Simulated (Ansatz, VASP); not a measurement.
**TiB2: VASP beside Ansatz**

```
Ti B
1.0
     3.02920    0.00000    0.00000
    -1.51460    2.62336    0.00000
     0.00000    0.00000    3.22840
Ti B
1 2
Direct
  0.00000 0.00000 0.00000
  0.66667 0.33333 0.50000
  0.33333 0.66667 0.50000
```

Alike in both runs: task single point; functional LDA; k mesh 10 × 10 × 8; occupations fermi-dirac, width 0.05 eV; no spin polarisation.

|  | VASP | Ansatz |
| --- | --- | --- |
| version | VASP 6.6.1 | Ansatz 0.2.0 |
| potentials or method | VASP PAW LDA potentials, release 64 (Ti_sv, B), cutoff 520 eV | all-electron LAPW, scalar-relativistic |

|  | VASP | Ansatz | Ansatz less VASP |
| --- | --- | --- | --- |
| gap on the k mesh at the Fermi level (eV) | none | none | - |
| pressure (GPa) | -10.7 | -11.2 | -0.54 |
| largest component of the traceless stress (GPa) | 0.70 | 0.67 | -0.032 |

A gap of «none» marks a metal or a gap that the smearing closes. Ansatz ran all-electron here, so the differences hold the error of VASP's frozen core and of both bases.
